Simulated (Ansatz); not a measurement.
Ansatz input

```yaml
crystal:
  lattice:
    - [0.0, 2.6130399928, 2.6130399928]
    - [2.6130399928, 0.0, 2.6130399928]
    - [2.6130399928, 2.6130399928, 0.0]
  atoms:
    - { symbol: Pd, position: [0.0, 0.0, 0.0], spin: 0.5 }
    - { symbol: Pd, position: [0.5, 0.5, 0.5], spin: -0.5 }
hamiltonian:
  xc: pbe
  pseudopotentials:
    kind: paw
    azcp:
      Pd: "pseudopotentials/Pd.paw.azcp"
basis:
  ecutwfc: 420
  fft_grid_basis: typed
kpoints:
  mp_grid: { grid: [17, 17, 17], shift: [0, 0, 0] }
magnetization:
  spin_polarized: true
scf:
  occupations: { method: fermi_dirac, width: 0.05 }
```

Terminal output

```
Engine: ansatz 0.2.0, x86_64-unknown-linux-gnu
Pseudopotentials: kind: paw
Pseudopotential: Pd, paw, valence charge 18, recommended cutoff 420 eV (normal) 
Functional definition: PBE
  parameter kappa = 0.804
  parameter beta = 0.06672455060314922
  exchange = pbe_x(kappa = kappa, mu = beta*pi^2/3)
  correlation = pbe_c(beta = beta)
Crystal: 2 atoms, lattice volume = 35.684 Å³
Basis set: ecut = 420 eV, 725 PW (Γ)
Bands: 23, of which v1, the nominal top of the filled ones, is band 18 counted from 1 (17 counted from 0)
Symmetry: 48 space group operations
Space group: Fm-3m (ITA 225), of the structure as read, at distance tolerance 3.3e-5 Å
Magnetic group: BNS 225.121 (UNI 1623), of the structure as read, at distance tolerance 3.3e-5 Å
k-points: 165 of 4913
Non-local potential: Pd, projectors of the file, l = 0: 2, l = 1: 2, l = 2: 2, l = 3: 1
PAW form: soft (Blöchl's): semilocal exchange-correlation on the pseudo side does not see the compensation charge
PAW one-centre angular grid: Pd, 590 points (default); XC on 64 Gauss nodes
Initial density: superposition of atomic densities (chi_scale 0.1, normalization cell)
Starting moments: Σ|m| = 1 μB on 2 of 2 sites
Starting magnetic order: antiferromagnet; a translation exchanges its spin sublattices: spin-degenerate at every k-point
Initial wavefunctions: pseudopotential atomic-orbital guess
Functional: x = pbe(κ = 0.804, μ = 0.2195149727645171), c = pbe(β = 0.06672455060314922)
the translation (0.5, 0.5, 0.5) carries every atom to within crystal.symmetry.tolerance of an atom of its element with the starting moment reversed, but both spin channels are solved: the dense FFT box has an odd point count along it
SCF iter   1: F=—  HF=-13946.472767 eV  |F-HF|=—  |Δ(HF+E_count)|=         —  Δρ=7.40e-2 (↑7.40e-2 ↓7.40e-2)  dr2=7.44e0  dr2_m=2.07e-1  M=0.000 μB ∫|m|=0.246 μB  β_m=0.30  ethr=3.10e-3  ⟨swp⟩=5.5  Hψ=30472  notcnv=0
spin=Collinear: Kerker preconditioning applied to the charge; magnetization (m = ρ↑ − ρ↓) channel mixes plain (no charge-response kernel on spin).
SCF iter   2: F=—  HF=-13945.209564 eV  |F-HF|=—  |Δ(HF+E_count)|=    1.26e0  Δρ=4.33e-2 (↑4.33e-2 ↓4.33e-2)  dr2=2.26e0  dr2_m=1.27e-1  M=0.000 μB ∫|m|=0.175 μB  β_m=0.30  ethr=3.10e-3  ⟨swp⟩=2.1  Hψ=14597  notcnv=0  defer=39
SCF iter   3: F=—  HF=-13944.685650 eV  |F-HF|=—  |Δ(HF+E_count)|=   5.24e-1  Δρ=2.10e-2 (↑2.10e-2 ↓2.10e-2)  dr2=1.40e-1  dr2_m=7.77e-2  M=0.000 μB ∫|m|=0.122 μB  β_m=0.30  ethr=3.10e-3  ⟨swp⟩=2.2  Hψ=12956  notcnv=0  defer=33
SCF iter   4: F=—  HF=-13944.678060 eV  |F-HF|=—  |Δ(HF+E_count)|=   7.59e-3  Δρ=1.23e-2 (↑1.23e-2 ↓1.23e-2)  dr2=7.58e-3  dr2_m=4.55e-2  M=0.000 μB ∫|m|=0.092 μB  β_m=0.30  ethr=3.88e-4  ⟨swp⟩=2.1  Hψ=17123  notcnv=0  defer=42
SCF iter   5: F=—  HF=-13944.684379 eV  |F-HF|=—  |Δ(HF+E_count)|=   6.32e-3  Δρ=9.42e-3 (↑9.42e-3 ↓9.42e-3)  dr2=4.61e-3  dr2_m=2.64e-2  M=0.000 μB ∫|m|=0.071 μB  β_m=0.30  ethr=2.11e-5  ⟨swp⟩=1.0  Hψ=7548  notcnv=0  defer=42
SCF iter   6: F=—  HF=-13944.690246 eV  |F-HF|=—  |Δ(HF+E_count)|=   5.87e-3  Δρ=6.87e-3 (↑6.87e-3 ↓6.87e-3)  dr2=1.15e-4  dr2_m=1.54e-2  M=0.000 μB ∫|m|=0.054 μB  β_m=0.30  ethr=1.28e-5  ⟨swp⟩=2.0  Hψ=12286  notcnv=0  defer=42
SCF iter   7: F=—  HF=-13944.692285 eV  |F-HF|=—  |Δ(HF+E_count)|=   2.04e-3  Δρ=5.25e-3 (↑5.25e-3 ↓5.25e-3)  dr2=6.72e-5  dr2_m=8.96e-3  M=0.000 μB ∫|m|=0.041 μB  β_m=0.30  ethr=3.21e-7  ⟨swp⟩=2.0  Hψ=10878  notcnv=0  defer=42
Mixer restart at iter 7: flushing history
spin-set hold released at iteration 7 (site moments contracting): the magnetisation degrees of freedom join the quasi-Newton model from the next iteration; the mixer history was flushed
SCF iter   8: F=—  HF=-13944.693445 eV  |F-HF|=—  |Δ(HF+E_count)|=   1.16e-3  Δρ=4.01e-3 (↑4.01e-3 ↓4.01e-3)  dr2=4.72e-5  dr2_m=5.22e-3  M=0.000 μB ∫|m|=0.032 μB  β_m=0.65  ethr=1.87e-7  ⟨swp⟩=2.0  Hψ=10626  notcnv=0  defer=42
SCF iter   9: F=—  HF=-13944.695111 eV  |F-HF|=—  |Δ(HF+E_count)|=   1.67e-3  Δρ=1.02e-4 (↑1.02e-4 ↓1.02e-4)  dr2=5.65e-6  dr2_m=1.74e-6  M=0.000 μB ∫|m|=0.001 μB  β_m=0.72  ethr=1.31e-7  ⟨swp⟩=2.9  Hψ=16346  notcnv=0  defer=42
SCF iter  10: F=—  HF=-13944.695114 eV  |F-HF|=—  |Δ(HF+E_count)|=   2.62e-6  Δρ=3.51e-5 (↑3.51e-5 ↓3.50e-5)  dr2=4.58e-7  dr2_m=2.46e-7  M=0.000 μB ∫|m|=0.000 μB  β_m=0.84  ethr=1.57e-8  ⟨swp⟩=2.2  Hψ=10958  notcnv=0  defer=42
SCF iter  11: F=—  HF=-13944.695115 eV  |F-HF|=—  |Δ(HF+E_count)|=   7.44e-7  Δρ=1.24e-5 (↑1.24e-5 ↓1.24e-5)  dr2=1.46e-7  dr2_m=6.03e-9  M=0.000 μB ∫|m|=0.000 μB  β_m=0.87  ethr=2.78e-10  ⟨swp⟩=2.3  Hψ=15065  notcnv=0
SCF iter  12: F=—  HF=-13944.695115 eV  |F-HF|=—  |Δ(HF+E_count)|=   9.53e-8  Δρ=4.18e-6 (↑4.12e-6 ↓4.18e-6)  dr2=2.77e-8  dr2_m=5.26e-11  M=0.000 μB ∫|m|=0.000 μB  β_m=0.94  ethr=2.78e-10  ⟨swp⟩=2.0  Hψ=14862  notcnv=0
SCF iter  13: F=-13944.695115 eV  HF=-13944.695115 eV  |F-HF|=1.50e-9  |Δ(HF+E_count)|=   1.74e-8  Δρ=1.43e-6 (↑1.43e-6 ↓1.11e-6)  dr2=2.80e-9  dr2_m=2.28e-11  M=0.000 μB ∫|m|=0.000 μB  ethr=7.70e-11  ⟨swp⟩=2.0  Hψ=14201  notcnv=0
SCF 1 converged in 13 iterations: F = -13944.695115 eV  dr2 = 2.80e-9
WARN: the starting moments were not kept: the SCF closed with an absolute magnetisation of 2.1e-6 μB, where they sum to 1 μB in size (2 sites). That is at most 0.1 of that sum. Measured as dr2_m measures the in/out step, that magnetisation stands 1.4e-12 eV from none, at or under the dr2_threshold of 1.0e-7 eV: it is no larger than a step whose dr2_m would equal this threshold. The system may hold no moment; this SCF shows only that its start led to no more than that. To try another start: raise the starting moments (crystal.atoms[].spin, magnetization.per_species, magnetization.initial_magnetization, or on a non-collinear deck that types none of these the spinor_matrix: blocks that start its atoms; where the total moment is fixed, keep their sum and leave initial_magnetization as it is; typed ones take the place of any that the run laid by itself, positive ones on a crystal's lanthanoids without a Hubbard term where scf.initial_density.shell_occupations: [] is typed) or, if the notice of its spin-set hold's release reads "site moments contracting" or "site moments show no strong build", lengthen the hold (scf.mixing.spin_hold: { on: { confirm: 4 } }; for m-r²SCAN on two components see the key's manual first). Each may lead to a state that holds a moment. A second SCF, from the converged charge density, with the starting moments and any scf.initial_density.shell_occupations laid on it anew, would have followed, and was not run: the deck does not ask for one (magnetization.retry_lost_moments is false, the default). To let it run, set magnetization.retry_lost_moments: true and run the deck again, where that key's refused combinations let it; where memory then withholds it, that run's warning says so.
SCF converged after 13 iterations
Magnetization: 0.0000 μB (18.0000 up, 18.0000 down)
Absolute magnetization: 0.0000 μB (∫|ρ↑−ρ↓|, with the PAW one-centre terms)
Spin contamination: 0.0000 ħ² per cell (⟨S²⟩ above its minimum at these occupations)
Per-site moments (μB) at R_I (Å): [(-9.623151568784735e-7, 1.0778789970300002), (1.0462995969049408e-6, 1.0778789970300002)]
Free energy (F): -13944.695115 eV
Harris-Foulkes:  -13944.695115 eV  (|F-HF|=1.50e-9)
Internal energy: -13944.668594 eV  (E = F + TS)
E sigma→0 (E₀):  -13944.681854 eV
Entropy (-TS):   -0.026521 eV (-13.260 meV/atom)
Fermi energy:    15.468071 eV
--- Per-component energies (eV) ---
  E_band       = -419.024006
  E_kinetic    = 1028.282966
  E_local      = -4209.382263  (includes V_loc(G=0)·N_el)
  E_nonlocal   = 435.661046
  E_hartree    = 1704.463755
  E_xc         = -335.945660
  E_vxc        = -421.238523  (∫ρ·V_xc dr)
  E_paw        = -7501.860331  (= ΣΔE_a)
  E_vpaw       = -661.275866  (= ΣTr[D̂ρ^β])
  E_aug_tail   = 0.000381  (compensation charges beyond the density's cutoff)
  E_ewald      = -5065.888486
  E_smearing   = -0.026521  (= −TS)
  E_closure    = 0.000000  (closes the sum)
  Σ components = -13944.695115   (vs F -13944.695115, Δ=0.00e0)
```

Command:

```sh
ansatz run input.yaml --threads 1 --pin off --max-ram 3584MiB --backend cpu --events-out ev --progress --plain --runs-dir out
```

On 1 thread of Intel(R) Xeon(R) Platinum 8259CL CPU @ 2.50GHz (Skylake/Cascade Lake) (shared host) this took about 25 s of wall time and 23 s of CPU time.
